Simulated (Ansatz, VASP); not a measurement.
LiCl: VASP beside Ansatz

```xyz
2
Lattice="0.0000 2.4846 2.7330 2.4846 0.0000 2.7330 2.4846 2.4846 0.0000" Properties=species:S:1:pos:R:3 pbc="T T T"
Li    0.0000    0.0000    0.0000
Cl    2.4846    2.4846    2.7330
```

Alike in both runs: task single point; functional PBE; k mesh 8 × 8 × 8; occupations gaussian, width 0.05 eV; no spin polarisation.

|  | VASP | Ansatz |
| --- | --- | --- |
| version | VASP 6.6.1 | Ansatz 0.2.0 |
| potentials or method | VASP PAW PBE potentials, release 64 (Li_sv, Cl) | scalar-relativistic, plane waves, PAW |
| plane-wave cutoff (eV) | 520 | 420 |
| valence electrons in the cell | 10 | 10 |

```tsv
	VASP	Ansatz	Ansatz less VASP
gap on the k mesh at the Fermi level (eV)	6.24	6.22	-0.012
least direct gap on the mesh (eV)	6.24	6.22	-0.012
```

With one functional, cell and mesh, what is left measures potentials, basis and numerics.

 A k mesh can miss the band edges. PBE gaps usually lie below the measured ones, often by a third to a half.
